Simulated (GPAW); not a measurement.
Runs of GPAW 26.7.0 on ZnS. It takes space group F-43m (No. 216, cubic). The conventional cell has a = 5.404 Å, b = 5.404 Å, c = 5.404 Å, α = 90.00°, β = 90.00°, γ = 90.00°. Around Zn (site symmetry -43m) lie 4 S at 2.34 Å. Around S (site symmetry -43m) lie 4 Zn at 2.34 Å. 

| task | level | potentials or basis | cell | k mesh | cutoff (eV) | smearing | optimizer | fmax | max steps | convergence | supercell | grid spacing | gap on the mesh (eV) | pressure (GPa) | V0 of scaled cells (Å³/atom) | B0 (GPa) |
| --- | --- | --- | --- | --- | --- | --- | --- | --- | --- | --- | --- | --- | --- | --- | --- | --- |
| relaxation of cell and atoms | LDA | the program's PAW data sets (release 1.2.1) made for this functional, pw | relaxed | 9 × 9 × 9 | 600 | fermi-dirac 0.05 eV | BFGS | 0.05 eV/Å | 100 | density=1e-05 forces=0.0001 | - | - | 2.17 | 0.4 | - | - |
| equation of state | AM05 | PAW data sets generated in the run's folder for this functional, pw | as given | 7 × 7 × 7 | 600 | fermi-dirac 0.05 eV | - | - | - | - | - | - | - | - | 19.40 | 76 |
| phonons | PBE+D3 | GPAW PAW data sets (gpaw-data 1.2.1), pw | relaxed | 9 × 9 × 9 | 600 | fermi-dirac 0.05 eV | - | - | - | density=1e-06 eigenstates=1e-09 | 1 × 1 × 1 | - | 2.16 | 0.0 | - | - |
| equation of state | PBE+D3 | GPAW PAW data sets (gpaw-data 1.2.1), pw | as given | 7 × 7 × 7 | 600 | fermi-dirac 0.05 eV | - | - | - | - | - | - | - | - | 19.50 | 79 |
| band structure | BLYP | PAW data sets generated in the run's folder for this functional, pw | as given | 7 × 7 × 7 | 600 | fermi-dirac 0.05 eV | - | - | - | - | - | - | 2.09 | 4.8 | - | - |
| band structure | PBE | GPAW PAW data sets (gpaw-data 1.2.1), fd | as given | 7 × 7 × 7 | - | fermi-dirac 0.05 eV | - | - | - | - | - | 0.2 Å | (a) | - | - | - |
| band structure | LDA | the program's PAW data sets (release 1.2.1) made for this functional, newer versions, pw | as given | 7 × 7 × 7 | 600 | fermi-dirac 0.05 eV | - | - | - | - | - | - | 1.86 | -4.9 | - | - |
| equation of state | RPBE+D3 | the program's PAW data sets (release 1.2.1) made for this functional, pw | as given | 7 × 7 × 7 | 600 | fermi-dirac 0.05 eV | - | - | - | - | - | - | - | - | 19.68 | 73 |
| equation of state | BP86 | PAW data sets generated in the run's folder for this functional, pw | as given | 7 × 7 × 7 | 600 | fermi-dirac 0.05 eV | - | - | - | - | - | - | - | - | 20.17 | 70 |
| equation of state | PBE+D3(BJ) | GPAW PAW data sets (gpaw-data 1.2.1), pw | as given | 7 × 7 × 7 | 600 | fermi-dirac 0.05 eV | - | - | - | - | - | - | - | - | 19.44 | 77 |
| band structure | SOGGA | PAW data sets generated in the run's folder for this functional, pw | as given | 7 × 7 × 7 | 600 | fermi-dirac 0.05 eV | - | - | - | - | - | - | (b) | -2.2 | - | - |

Alike in all rows: no spin polarisation.

Task: Fill in the values left out.

Result: (a) 2.11; (b) 1.96.

Caveats: an odd mesh through Γ misses points on the zone boundary, where band edges often lie (some runs); later steps reuse the first step's grids (some runs); the LO-TO splitting is left out (some runs); the real-space grid adds noise to forces (some runs).

Not every run made on this cell is shown here.
